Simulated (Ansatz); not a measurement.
# Si with one Si vacancy: vacancy hop

Aim: the minimum-energy path and barrier of the vacancy hop. The ends are relaxed first, then joined by a nudged elastic band. Host space group diamond.

All numbers below are computed with Ansatz 0.2.0 (DFT LDA, plane waves, PAW, scalar-relativistic, no spin polarisation).

## Step 1: Starting point

The cell holds 63 atoms (Si63): a = 10.860 Å, b = 10.860 Å, c = 10.860 Å, α = 90.00°, β = 90.00°, γ = 90.00°.

The coordinates stand in the first input below.

## Step 2: End point A

Input file input.yaml:

```yaml
crystal:
  lattice:
    - [10.86, 0.0, 0.0]
    - [0.0, 10.86, 0.0]
    - [0.0, 0.0, 10.86]
  atoms:
    - { symbol: Si, position: [0.4982755, 0.0028422, -0.0029455] }
    - { symbol: Si, position: [0.6261946, 0.1238662, 0.1244653] }
    - { symbol: Si, position: [0.7556634, 0.2523715, 0.0003366] }
    - { symbol: Si, position: [0.874166, 0.3736447, 0.1189461] }
    - { symbol: Si, position: [0.7500218, 0.0013936, 0.2473294] }
    - { symbol: Si, position: [0.8764718, 0.1273618, 0.3734658] }
    - { symbol: Si, position: [0.0027687, -0.0033068, 0.0029498] }
    - { symbol: Si, position: [0.1217642, 0.125011, 0.1237072] }
    - { symbol: Si, position: [0.2469694, 0.2504765, 0.0015824] }
    - { symbol: Si, position: [0.3742281, 0.3829523, 0.120807] }
    - { symbol: Si, position: [0.5042741, 0.4992831, -0.0031456] }
    - { symbol: Si, position: [0.6241148, 0.6225181, 0.1256026] }
    - { symbol: Si, position: [0.7523995, 0.7490277, 0.0014393] }
    - { symbol: Si, position: [0.8762917, 0.8764338, 0.1302376] }
    - { symbol: Si, position: [0.252452, -0.0009149, 0.2490468] }
    - { symbol: Si, position: [0.4986284, 0.2480286, 0.2510588] }
    - { symbol: Si, position: [0.6276473, 0.3794864, 0.3740107] }
    - { symbol: Si, position: [0.7572623, 0.4979552, 0.2464158] }
    - { symbol: Si, position: [0.8701115, 0.6225522, 0.3698247] }
    - { symbol: Si, position: [0.4999349, -0.0066836, 0.4994859] }
    - { symbol: Si, position: [0.6274927, 0.1211228, 0.6301328] }
    - { symbol: Si, position: [0.7515579, 0.2462781, 0.4942456] }
    - { symbol: Si, position: [0.8735713, 0.374121, 0.6288464] }
    - { symbol: Si, position: [0.7442823, 0.0003826, 0.7464418] }
    - { symbol: Si, position: [0.8783746, 0.1224689, 0.8776159] }
    - { symbol: Si, position: [-0.0016441, 0.498129, -0.000888] }
    - { symbol: Si, position: [0.125238, 0.6245141, 0.1261428] }
    - { symbol: Si, position: [0.2533592, 0.7506728, -0.0015059] }
    - { symbol: Si, position: [0.374526, 0.8743345, 0.1266703] }
    - { symbol: Si, position: [-0.0027989, 0.2480153, 0.2509123] }
    - { symbol: Si, position: [0.1242241, 0.3734272, 0.3794077] }
    - { symbol: Si, position: [0.251195, 0.5027338, 0.2515375] }
    - { symbol: Si, position: [0.3740796, 0.6268476, 0.3775997] }
    - { symbol: Si, position: [0.5011357, 0.7475374, 0.2482177] }
    - { symbol: Si, position: [0.6228981, 0.874291, 0.3756721] }
    - { symbol: Si, position: [-0.0035031, -0.0018578, 0.4998827] }
    - { symbol: Si, position: [0.1239716, 0.1256174, 0.6226993] }
    - { symbol: Si, position: [0.2556925, 0.2519277, 0.4966773] }
    - { symbol: Si, position: [0.3694894, 0.3763276, 0.6230807] }
    - { symbol: Si, position: [0.4994678, 0.5006853, 0.501037] }
    - { symbol: Si, position: [0.6216678, 0.6225982, 0.6229438] }
    - { symbol: Si, position: [0.7511841, 0.7501039, 0.4999911] }
    - { symbol: Si, position: [0.8771129, 0.8717656, 0.6209407] }
    - { symbol: Si, position: [0.2556551, -0.0046513, 0.7519039] }
    - { symbol: Si, position: [0.3747184, 0.1245942, 0.8745423] }
    - { symbol: Si, position: [0.4949706, 0.2589321, 0.7502722] }
    - { symbol: Si, position: [0.621526, 0.3720407, 0.8810771] }
    - { symbol: Si, position: [0.7461432, 0.4994065, 0.7468479] }
    - { symbol: Si, position: [0.8716989, 0.6232713, 0.8743243] }
    - { symbol: Si, position: [0.003546, 0.752113, 0.250077] }
    - { symbol: Si, position: [0.1216448, 0.8761744, 0.3734514] }
    - { symbol: Si, position: [-0.0031294, 0.5031428, 0.5002331] }
    - { symbol: Si, position: [0.1289216, 0.6185314, 0.6212283] }
    - { symbol: Si, position: [0.2520643, 0.7502812, 0.4977353] }
    - { symbol: Si, position: [0.3775053, 0.8736368, 0.6254154] }
    - { symbol: Si, position: [-0.0054027, 0.251109, 0.7462716] }
    - { symbol: Si, position: [0.1285844, 0.3742148, 0.8708701] }
    - { symbol: Si, position: [0.2496607, 0.5009667, 0.7504877] }
    - { symbol: Si, position: [0.3747855, 0.6265844, 0.8705442] }
    - { symbol: Si, position: [0.4990533, 0.7482641, 0.7506198] }
    - { symbol: Si, position: [0.628502, 0.8777568, 0.8760324] }
    - { symbol: Si, position: [-0.0033942, 0.7511473, 0.7478983] }
    - { symbol: Si, position: [0.1227098, 0.8724921, 0.8784296] }
basis:
  ecutwfc: 420.0
kpoints:
  mp_grid: { grid: [1, 1, 1] }
hamiltonian:
  xc: lda
  pseudopotentials: { kind: paw, azcp: { folder: soft_1 } }
scf:
  occupations: { method: gaussian, width: 0.05 }
  lower_state_search: "off"
relax:
  f_tol: 0.03
  max_steps: 60
  adjacent_minimum: "off"
```

On the command line:

```bash
ansatz run input.yaml --threads 4 --pin off --max-ram 10240MiB --backend cpu --events-out ev --progress --plain --runs-dir out
```

The log of the run, cut to the lines that bear on the results:

```text
Warning: <dir> the record states the generating functional pbe (its physics header spells it `PBE`), which answers neither for hamiltonian.xc's functional nor for the lda family's — results may be inconsistent (PPs are generated against a specific XC)
Warning: RAYON_NUM_THREADS=4 ignored (pool sized by the plan → 4); use --threads N
[...]
Pseudopotentials: kind: paw
Pseudopotential: Si, paw, valence charge 4, recommended cutoff 420 eV (normal), <dir>
Functional definition: SPW92
[...]
Crystal: 63 atoms, lattice volume = 1280.824 Å³
Basis set: ecut = 420 eV, 25173 PW (Γ)
Bands: 189, of which v1, the nominal top of the filled ones, is band 126 counted from 1 (125 counted from 0)
Symmetry: 1 space group operations
Space group: P1 (ITA 1), of the structure as read, at distance tolerance 1.1e-4 Å
k-points: 1
[...]
SCF iter   1: F=—  HF=-38342.583179 eV  |F-HF|=—  |Δ(HF+E_count)|=         —  Δρ=4.74e-2  dr2=2.95e1  ethr=3.10e-3  ⟨swp⟩=7.0  Hψ=1008  notcnv=0  defer=27
[...]
relax step   1: F+E_penalty+E_count = -38333.53288128 eV  Δ(F+E_penalty+E_count) = +0.000e0 eV  max|allowed force component| = 1.554e0 eV/Å  Δτ_max = 0.0000 Å  (9 SCF iters, dr2 threshold 2.25e-5 eV, accepted)
[...]
relax step   2: F+E_penalty+E_count = -38334.65102815 eV  Δ(F+E_penalty+E_count) = -1.118e0 eV  max|allowed force component| = 6.053e-1 eV/Å  Δτ_max = 0.1066 Å  (6 SCF iters, dr2 threshold 1.00e-4 eV, accepted)
[...]
relax step   3: F+E_penalty+E_count = -38334.76562555 eV  Δ(F+E_penalty+E_count) = -1.146e-1 eV  max|allowed force component| = 4.236e-2 eV/Å  Δτ_max = 0.0499 Å  (6 SCF iters, dr2 threshold 2.29e-5 eV, accepted)
[...]
SCF iter   5: F=—  HF=-38334.767551 eV  |F-HF|=—  |Δ(HF+E_count)|=   5.53e-4  Δρ=4.18e-6  dr2=9.46e-7  ethr=1.06e-9  ⟨swp⟩=2.0  Hψ=253  notcnv=0  defer=45
```

## Step 3: The output, continued: end point A relaxed

The log, continued, cut to the lines that bear on the results:

```text
SCF iter   6: F=-38334.767550 eV  HF=-38334.767551 eV  |F-HF|=4.96e-8  |Δ(HF+E_count)|=   5.53e-8  Δρ=1.42e-6  dr2=7.58e-8  ethr=3.97e-11  ⟨swp⟩=3.0  Hψ=614  notcnv=0
[...]
relax step   4: F+E_penalty+E_count = -38334.76755049 eV  Δ(F+E_penalty+E_count) = -1.925e-3 eV  max|allowed force component| = 8.571e-3 eV/Å  Δτ_max = 0.0232 Å  (6 SCF iters, accepted)
SCF converged after 6 iterations
Free energy (F): -38334.767550 eV
[...]
E sigma→0 (E₀):  -38334.728187 eV
Entropy (-TS):   -0.078726 eV (-1.250 meV/atom)
Fermi energy:    6.463277 eV
[...]
--- Forces (eV/Å), atoms counted from 1 ---
  atom   1  Si    -0.00248269    -0.00432059    -0.00334595
  atom   2  Si     0.00289509     0.00508280     0.00074725
  atom   3  Si    -0.00489792    -0.00065781     0.00618898
  atom   4  Si    -0.00026511     0.00581626     0.00141195
  atom   5  Si    -0.00014604    -0.00294228     0.00208087
[...]
    - { symbol: Si, position: [0.12509481851074042, 0.624477618755701, 0.6242740210352925] }
    - { symbol: Si, position: [0.25026713108376436, 0.7492642566668343, 0.499158445602018] }
    - { symbol: Si, position: [0.3733596207644484, 0.8760366198408112, 0.6231887549279224] }
    - { symbol: Si, position: [0.0004704823019536158, 0.25038930637430085, 0.7489102986670217] }
    - { symbol: Si, position: [0.12518616979086492, 0.3744530528754611, 0.874498842444593] }
    - { symbol: Si, position: [0.24939127560792515, 0.4991124439740113, 0.7490077346901711] }
    - { symbol: Si, position: [0.37497778654004393, 0.6248248070504083, 0.8742464779877364] }
    - { symbol: Si, position: [0.50058353717311, 0.7503535019211931, 0.7488798586896808] }
    - { symbol: Si, position: [0.6248213381072512, 0.8748350871581243, 0.8744628498360202] }
    - { symbol: Si, position: [-0.00022336580541377287, 0.7496035414270491, 0.7496219675629348] }
    - { symbol: Si, position: [0.12501312258436992, 0.8748243150372988, 0.8748752077408235] }
```

Wall time 14 s (4 threads of Arm Neoverse V2, shared host); peak memory 0.94 GiB.

Relaxation path:

```tsv
step	energy from step 1 (eV/cell)	largest force component (eV/Å)
1	0.0000	1.5539
2	-1.1181	0.6053
3	-1.2327	0.0424
4	-1.2347	0.0086
```

Step 1 is the start.

The largest move, 0.12 Å, is shared by several atoms, Si46 among them.

## Step 4: Relaxing end B

The second end starts from a geometry with the move made by hand.

Input file input.yaml:

```yaml
crystal:
  lattice:
    - [10.86, 0.0, 0.0]
    - [0.0, 10.86, 0.0]
    - [0.0, 0.0, 10.86]
  atoms:
    - { symbol: Si, position: [0.5, 0.0, 0.0] }
    - { symbol: Si, position: [0.625, 0.125, 0.125] }
    - { symbol: Si, position: [0.75, 0.25, 0.0] }
    - { symbol: Si, position: [0.875, 0.375, 0.125] }
    - { symbol: Si, position: [0.75, 0.0, 0.25] }
    - { symbol: Si, position: [0.875, 0.125, 0.375] }
    - { symbol: Si, position: [0.0, 0.0, 0.0] }
    - { symbol: Si, position: [0.125, 0.125, 0.125] }
    - { symbol: Si, position: [0.25, 0.25, 0.0] }
    - { symbol: Si, position: [0.375, 0.375, 0.125] }
    - { symbol: Si, position: [0.5, 0.5, 0.0] }
    - { symbol: Si, position: [0.625, 0.625, 0.125] }
    - { symbol: Si, position: [0.75, 0.75, 0.0] }
    - { symbol: Si, position: [0.875, 0.875, 0.125] }
    - { symbol: Si, position: [0.25, 0.0, 0.25] }
    - { symbol: Si, position: [0.5, 0.25, 0.25] }
    - { symbol: Si, position: [0.625, 0.375, 0.375] }
    - { symbol: Si, position: [0.75, 0.5, 0.25] }
    - { symbol: Si, position: [0.875, 0.625, 0.375] }
    - { symbol: Si, position: [0.375, 0.125, 0.375] }
    - { symbol: Si, position: [0.625, 0.125, 0.625] }
    - { symbol: Si, position: [0.75, 0.25, 0.5] }
    - { symbol: Si, position: [0.875, 0.375, 0.625] }
    - { symbol: Si, position: [0.75, 0.0, 0.75] }
    - { symbol: Si, position: [0.875, 0.125, 0.875] }
    - { symbol: Si, position: [0.0, 0.5, 0.0] }
    - { symbol: Si, position: [0.125, 0.625, 0.125] }
    - { symbol: Si, position: [0.25, 0.75, 0.0] }
    - { symbol: Si, position: [0.375, 0.875, 0.125] }
    - { symbol: Si, position: [0.0, 0.25, 0.25] }
    - { symbol: Si, position: [0.125, 0.375, 0.375] }
    - { symbol: Si, position: [0.25, 0.5, 0.25] }
    - { symbol: Si, position: [0.375, 0.625, 0.375] }
    - { symbol: Si, position: [0.5, 0.75, 0.25] }
    - { symbol: Si, position: [0.625, 0.875, 0.375] }
    - { symbol: Si, position: [0.0, 0.0, 0.5] }
    - { symbol: Si, position: [0.125, 0.125, 0.625] }
    - { symbol: Si, position: [0.25, 0.25, 0.5] }
    - { symbol: Si, position: [0.375, 0.375, 0.625] }
    - { symbol: Si, position: [0.5, 0.5, 0.5] }
    - { symbol: Si, position: [0.625, 0.625, 0.625] }
    - { symbol: Si, position: [0.75, 0.75, 0.5] }
    - { symbol: Si, position: [0.875, 0.875, 0.625] }
    - { symbol: Si, position: [0.25, 0.0, 0.75] }
    - { symbol: Si, position: [0.375, 0.125, 0.875] }
    - { symbol: Si, position: [0.5, 0.25, 0.75] }
    - { symbol: Si, position: [0.625, 0.375, 0.875] }
    - { symbol: Si, position: [0.75, 0.5, 0.75] }
    - { symbol: Si, position: [0.875, 0.625, 0.875] }
    - { symbol: Si, position: [0.0, 0.75, 0.25] }
    - { symbol: Si, position: [0.125, 0.875, 0.375] }
    - { symbol: Si, position: [0.0, 0.5, 0.5] }
    - { symbol: Si, position: [0.125, 0.625, 0.625] }
    - { symbol: Si, position: [0.25, 0.75, 0.5] }
    - { symbol: Si, position: [0.375, 0.875, 0.625] }
    - { symbol: Si, position: [0.0, 0.25, 0.75] }
    - { symbol: Si, position: [0.125, 0.375, 0.875] }
    - { symbol: Si, position: [0.25, 0.5, 0.75] }
    - { symbol: Si, position: [0.375, 0.625, 0.875] }
    - { symbol: Si, position: [0.5, 0.75, 0.75] }
    - { symbol: Si, position: [0.625, 0.875, 0.875] }
    - { symbol: Si, position: [0.0, 0.75, 0.75] }
    - { symbol: Si, position: [0.125, 0.875, 0.875] }
basis:
  ecutwfc: 420.0
kpoints:
  mp_grid: { grid: [1, 1, 1] }
hamiltonian:
  xc: lda
  pseudopotentials: { kind: paw, azcp: { folder: soft_1 } }
scf:
  occupations: { method: gaussian, width: 0.05 }
  lower_state_search: "off"
relax:
  f_tol: 0.03
  max_steps: 60
  adjacent_minimum: "off"
output:
  write_density: true
  write_potential: true
  elf: true
  volumetric_format: npy
```

On the command line:

```bash
ansatz run input.yaml --threads 4 --pin off --max-ram 10240MiB --backend cpu --events-out ev --progress --plain --runs-dir out
```

The log of the run, cut to the lines that bear on the results:

```text
Warning: <dir> the record states the generating functional pbe (its physics header spells it `PBE`), which answers neither for hamiltonian.xc's functional nor for the lda family's — results may be inconsistent (PPs are generated against a specific XC)
Warning: RAYON_NUM_THREADS=4 ignored (pool sized by the plan → 4); use --threads N
[...]
[... 3 set-up lines as earlier in the session ...]
[...]
Crystal: 63 atoms, lattice volume = 1280.824 Å³
Basis set: ecut = 420 eV, 25173 PW (Γ)
Bands: 189, of which v1, the nominal top of the filled ones, is band 126 counted from 1 (125 counted from 0)
Symmetry: 24 space group operations
Space group: P-43m (ITA 215), of the structure as read, at distance tolerance 1.1e-4 Å
k-points: 1
[...]
SCF iter   1: F=—  HF=-38343.679863 eV  |F-HF|=—  |Δ(HF+E_count)|=         —  Δρ=4.72e-2  dr2=2.90e1  ethr=3.10e-3  ⟨swp⟩=7.0  Hψ=968  notcnv=0  defer=23
[...]
relax step   3: F+E_penalty+E_count = -38334.76743935 eV  Δ(F+E_penalty+E_count) = -3.956e-3 eV  max|allowed force component| = 6.923e-3 eV/Å  Δτ_max = 0.0057 Å  (6 SCF iters, accepted)
NSCF: frozen V_eff on 1 k-points
the search or the solves at the SCF's close may have found levels that the self-consistency loop had missed (the run counts none). By its estimate they hold under 1e-12 electrons; where the run keeps them, the occupations were computed again with them
[...]
SCF converged after 6 iterations
Free energy (F): -38334.767439 eV
[...]
E sigma→0 (E₀):  -38334.728095 eV
Entropy (-TS):   -0.078689 eV (-1.249 meV/atom)
Fermi energy:    6.461950 eV
[...]
--- Forces (eV/Å), atoms counted from 1 ---
  atom   1  Si    -0.00000000     0.00000000     0.00000000
  atom   2  Si    -0.00114974    -0.00114974     0.00347784
  atom   3  Si    -0.00114364    -0.00114364    -0.00366627
  atom   4  Si    -0.00109632    -0.00109632     0.00109632
  atom   5  Si    -0.00314573     0.00403557     0.00314573
  atom   6  Si    -0.00347784    -0.00114974     0.00114974
  atom   7  Si    -0.00000000     0.00000000     0.00000000
  atom   8  Si    -0.00504880     0.00388913    -0.00504880
[...]
```

## Step 5: The output, continued: end point B relaxed

The log, continued, cut to the lines that bear on the results:

```text
  atom  19  Si     0.00504880    -0.00504880    -0.00388913
  atom  20  Si    -0.00692330     0.00692330    -0.00692330
  atom  21  Si     0.00692330     0.00692330     0.00692330
  atom  22  Si    -0.00314573    -0.00314573    -0.00403557
  atom  23  Si     0.00504880     0.00504880     0.00388913
  atom  24  Si    -0.00314573    -0.00403557    -0.00314573
  atom  25  Si     0.00504880     0.00388913     0.00504880
  atom  26  Si    -0.00000000     0.00000000     0.00000000
[...]
--- Band table (eV) ---
[...]
--- Relaxed structure (3 steps of the walk, 3 accepted, 0 SCFs on fresh bases) ---
  F+E_penalty+E_count = -38334.76743935 eV   max|allowed force component| = 6.923e-3 eV/Å
  atoms:
    - { symbol: Si, position: [0.5, -1.818413272716417e-20, 3.803217302413414e-20] }
    - { symbol: Si, position: [0.6246789961066709, 0.12467899610667085, 0.12459806996668073] }
[...]
    - { symbol: Si, position: [0.1255335570595058, 0.6255335570595059, 0.6254870780205124] }
    - { symbol: Si, position: [0.2513414422908139, 0.7513414422908139, 0.49859542352436403] }
    - { symbol: Si, position: [0.3757384195337074, 0.8757384195337076, 0.6242615804662928] }
    - { symbol: Si, position: [-0.00018008825671839067, 0.24985992599539777, 0.7498599259953977] }
    - { symbol: Si, position: [0.12480003867102221, 0.3751999613289778, 0.8751999613289778] }
    - { symbol: Si, position: [0.25014007400460225, 0.5001800882567184, 0.7498599259953977] }
    - { symbol: Si, position: [0.3745129219794877, 0.6255335570595059, 0.8744664429404942] }
    - { symbol: Si, position: [0.5014045764756361, 0.7513414422908139, 0.7486585577091862] }
    - { symbol: Si, position: [0.6246789961066709, 0.8753210038933292, 0.8754019300333193] }
    - { symbol: Si, position: [0.0001800882567183906, 0.7501400740046024, 0.7498599259953977] }
    - { symbol: Si, position: [0.1255335570595058, 0.8745129219794876, 0.8744664429404942] }
```

It took 16 s on 4 threads of Arm Neoverse V2, shared host; peak memory 0.94 GiB.

The steps of the relaxation:

```tsv
step	energy from step 1 (eV/cell)	largest force component (eV/Å)
1	0.0000	0.1882
2	-0.0460	0.0714
3	-0.0500	0.0069
```

Step 1 is the start.

The largest move, 0.03 Å, is shared by several atoms, Si16 among them.

(Part 1 of 2 ends here.)
